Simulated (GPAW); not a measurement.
The system is Fe2Ge.

```
Ge Fe
1.0
     4.16363    0.00000    0.00000
    -2.08182    3.60581    0.00000
     0.00000    0.00000    2.62647
Ge Fe
1 2
Direct
  0.00000 0.00000 0.00000
  0.33333 0.66667 0.50000
  0.66667 0.33333 0.50000
```

The cell comes from a database or a generator and needn't be the stable form of this composition.

- Program: GPAW 26.7.0
- Task: relaxation of cell and atoms
- Functional: PBEsol
- Dispersion: D4
- Potentials or basis: PAW data sets generated in the run's folder for this functional
- Cutoff: 600 eV
- Basis: pw
- k mesh: 5 × 5 × 7
- Occupations: fermi-dirac, width 0.05 eV
- Spin: collinear spin, ferromagnetic start
- Starting moments: [0.0, 3.0, 3.0] μB

At the start: pressure -9.1 GPa; volume 13.14 Å³/atom.

Q: How do energy, volume and symmetry change on relaxing?

A: Over 6 steps the energy falls by 28.0 meV/atom and the volume is 12.17 Å³/atom (-7.4 %); space group P6/mmm (No. 191, to 0.05 Å); moment 4.26 μB per cell.

Step by step:
| step | energy change (eV) | largest force (eV/Å) | pressure (GPa) | volume (Å³) |
| --- | --- | --- | --- | --- |
| 1 | 0.0000 | 0.0000 | -9.14 | 39.43 |
| 2 | -0.0221 | 0.0000 | -7.94 | 39.01 |
| 3 | -0.0816 | 0.0000 | 0.21 | 36.50 |
| 4 | -0.0821 | 0.0000 | 0.11 | 36.52 |
| 5 | -0.0842 | 0.0000 | -0.16 | 36.54 |
| 6 | -0.0840 | 0.0000 | -0.06 | 36.50 |

Final structure:
```yaml
crystal:
  lattice:
    - [4.03148, -0.00001, 0.00000]
    - [-2.01575, 3.49135, 0.00000]
    - [0.00000, 0.00000, 2.59341]
  atoms:
    - { symbol: Ge, position: [0.00000, 0.00000, 0.00000] }
    - { symbol: Fe, position: [0.33333, 0.66667, 0.50000] }
    - { symbol: Fe, position: [0.66667, 0.33333, 0.50000] }
```

Caveat: each step starts from the last one's moments, so a moment once lost doesn't come back; later steps reuse the first step's grids; pairwise dispersion overbinds metals, which lowers pressure and volume.
